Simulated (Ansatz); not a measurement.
A calculation with Ansatz 0.2.0 of CdS (ASE script, structure from a POSCAR):

File run.py:

```python
import json

import ase.io
import numpy as np

import ansatz as az

atoms = ase.io.read("POSCAR", format="vasp")

calculation = (
    az.Crystal.from_ase(atoms)
    .calculation()
    .kpoints(7, 7, 7)
    .functional("revpbe")
    .pseudopotentials(kind="paw")
    .occupations(method="fermi_dirac", width=0.05)
    .elastic(mode="relaxed_ion", stencil="two_point")
    .forces()
    .stress()
)
outcome = calculation.run(threads=2, events_out="events.jsonl")

report = outcome.report
for line in open("events.jsonl"):
    event = json.loads(line)
    if event["event"] == "scf_iter":
        d = event["data"]
        print(f"SCF {d['iter']:3d}  HF = {d['harris_foulkes_ev']:.6f} eV  dr2 = {d['dr2_ev']:.2e} eV")
    elif event["event"] in ("relax_step", "md_step"):
        d = event["data"]
        print(f"{event['event']} {d['step']:3d}  E = {d['lagrangian_ev']:.6f} eV")
np.set_printoptions(precision=5, suppress=True, linewidth=110)
print("converged:", report["converged"], "after", report["n_iterations"], "iterations")
print(f"free energy {report['free_energy_ev']:.6f} eV, Fermi level {report['fermi_energy_ev']:.4f} eV")
for key in ("band_edges_ev", "magnetization_mub", "site_moments_mub", "site_moments_nc_mub", "forces_ev_ang",
                "stress_gpa"):
    if report.get(key) is not None:
        print(key, np.array(report[key]), sep="\n")
```

File POSCAR:

```
CdS
1.0
    0.0000000000      2.5558853213      2.5558853213
    2.5558853213      0.0000000000      2.5558853213
    2.5558853213      2.5558853213      0.0000000000
Cd S
1 1
Direct
    0.0000000000      0.0000000000      0.0000000000
    0.5000000000      0.5000000000      0.5000000000
```

Potentials or basis: Ansatz PAW.

Command:

```sh
$ python run.py
```

The cell isn't the ideal one: volume scaled by 0.8.

Measurements of this composition are mostly on another form, of space group No. 186.

**Question.** Write the same calculation in another form: native input, structure typed inline.

**Answer.** As run:

The input input.yaml:

```yaml
crystal:
  lattice:
    - [0.0, 2.5558853213, 2.5558853213]
    - [2.5558853213, 0.0, 2.5558853213]
    - [2.5558853213, 2.5558853213, 0.0]
  atoms:
    - { symbol: Cd, position: [0.0, 0.0, 0.0] }
    - { symbol: S, position: [0.5, 0.5, 0.5] }
hamiltonian:
  xc: revpbe
  pseudopotentials: { kind: paw }
kpoints:
  mp_grid: { grid: [7, 7, 7] }
scf:
  occupations: { method: fermi_dirac, width: 0.05 }
output:
  forces: true
  stress: true
elastic:
  mode: relaxed_ion
  stencil: two_point
```

Potentials or basis: Ansatz PAW.

Command:

```sh
$ ansatz run input.yaml --threads 2 --pin off --max-ram 5120MiB --backend cpu --events-out ev --progress --plain --runs-dir out
```

Both were run:

|  | ASE script, structure from a POSCAR | native input, structure typed inline |
| --- | --- | --- |
| Pressure | 28.5 GPa | 28.5 GPa |
| Band gap on the k mesh | 0.53 eV, indirect (least direct gap 3.37 eV) | 0.53 eV, indirect (least direct gap 3.37 eV) |
| Elastic constants C11, C12, C44 | 340, 105, 32 GPa | 340, 105, 32 GPa |
| Voigt bulk modulus | 184 GPa | 184 GPa |

Keys that steer only the numerical path or the files written may differ.

Caveat: the cell is more than 3 GPa from zero pressure, which shifts response properties; odd divisions of the mesh miss points on the zone boundary, where band edges often lie, so the gap on the mesh can be too wide; the PAW data sets come from PBE, with cores solved anew for the run's functional, which leaves a small shift of forces and pressure.
